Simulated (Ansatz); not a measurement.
The system is SnTe.

```
Te Sn
1.0
     0.00000    3.61115    3.61115
     3.61115    0.00000    3.61115
     3.61115    3.61115    0.00000
Te Sn
1 1
Cartesian
  1.8056 1.8056 1.8056
  0.0000 0.0000 0.0000
```

Measurements of this composition are mostly on another form, of space group No. 225.

Base run:

- Program: Ansatz 0.2.0
- Functional: r2SCAN
- Potentials or basis: Ansatz PAW
- Cutoff: 500 eV
- Density cutoff: 2000 eV
- k mesh: 7 × 7 × 7
- Occupations: fermi-dirac, width 0.05 eV
- Spin: no spin polarisation

Its results: pressure -0.6 GPa.

Question: The run is repeated on the same cell with these changes: functional from r2SCAN to LDA; cutoff from 500 eV to 420 eV; density cutoff from 2000 eV to 1680 eV. What comes out?

Answer: Pressure -2.2 GPa.

Caveats: the PAW data sets come from PBE, with cores solved anew for the run's functional, which leaves a small shift of forces and pressure.

Not every run made on this cell is shown here.
